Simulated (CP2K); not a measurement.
NiO:

```
Ni O
1.0
     2.94991    0.00000    0.00000
     1.47496    2.55470    0.00000
     1.47496    0.85157    2.40859
Ni O
1 1
Direct
  0.00000 0.00000 0.00000
  0.50000 0.50000 0.50000
```

Base run:

* Program: CP2K 2026.2
* Functional: PBEsol
* Potentials or basis: GTH_POTENTIALS Ni GTH-PBE-q18; POTENTIAL_UZH O GTH-PBE-q6; TZVP-MOLOPT-SR-GTH, TZVP-MOLOPT-PBE-GTH basis
* Density cutoff: 8163 eV
* k mesh: 11 × 11 × 11
* Occupations: fermi-dirac, width 0.05 eV
* Spin: collinear spin, ferromagnetic start
* Starting moments: [1.0, 0.0] μB

Its results: band gap on the k mesh none (metal or under the smearing width); pressure -2.9 GPa; net moment 1.75 μB per cell; site moments Ni +1.48; O +0.28 μB.

The run is repeated on the same cell with these changes: functional from PBEsol to PBE. What comes out?

Band gap on the k mesh none (metal or under the smearing width); pressure 9.0 GPa; net moment 1.92 μB per cell; site moments Ni +1.62; O +0.30 μB.

PBE binds less tightly than PBEsol, so the same cell stands under more pressure.

Caveats: the basis of atomic orbitals isn't converged, which shifts pressures, moduli and gaps; a cell with one magnetic atom can't hold antiferromagnetic order, which such compounds often take; semilocal functionals often make such compounds metallic where correlation or magnetic order opens a gap, which also shifts bond lengths; the potentials were made for another functional, which shifts forces and pressure (some runs).

Not every run made on this cell is shown here.
